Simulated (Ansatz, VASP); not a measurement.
# Fe in VASP and in Ansatz

```
Fe
1.0
    -1.44300    1.44300    1.44300
     1.44300   -1.44300    1.44300
     1.44300    1.44300   -1.44300
Fe
1
Direct
  0.00000 0.00000 0.00000
```

Alike in both runs: task relaxation of cell and atoms; functional PBE; k mesh 16 × 16 × 16; occupations fermi-dirac, width 0.05 eV; collinear spin.

|  | VASP | Ansatz |
| --- | --- | --- |
| version | VASP 6.6.1 | Ansatz 0.2.0 |
| potentials or method | VASP PAW PBE potentials, release 64 (Fe) | PAW with Ansatz's default frozen-core files, scalar-relativistic |
| plane-wave cutoff (eV) | 600 | 420 |
| valence electrons in the cell | 8 | 16 |

|  | VASP | Ansatz | Ansatz less VASP |
| --- | --- | --- | --- |
| net moment per atom (μB) | 2.20 | 2.18 | -0.026 |
| size of the moment on the site where the two differ most (μB) | 2.20 | 2.22 | +0.021 |
| relaxed volume (Å³/atom) | 11.36 | 11.36 | -0.002 |
| relaxed cell length with the largest relative difference (Å) | 2.453 | 2.453 | -0.0001 |
| energy change over the relaxation (meV/atom) | -20 | -19 | +0.3 |

Site moments also hang on the region over which each program counts them. The two sets of potentials don't hold the same shells in valence.
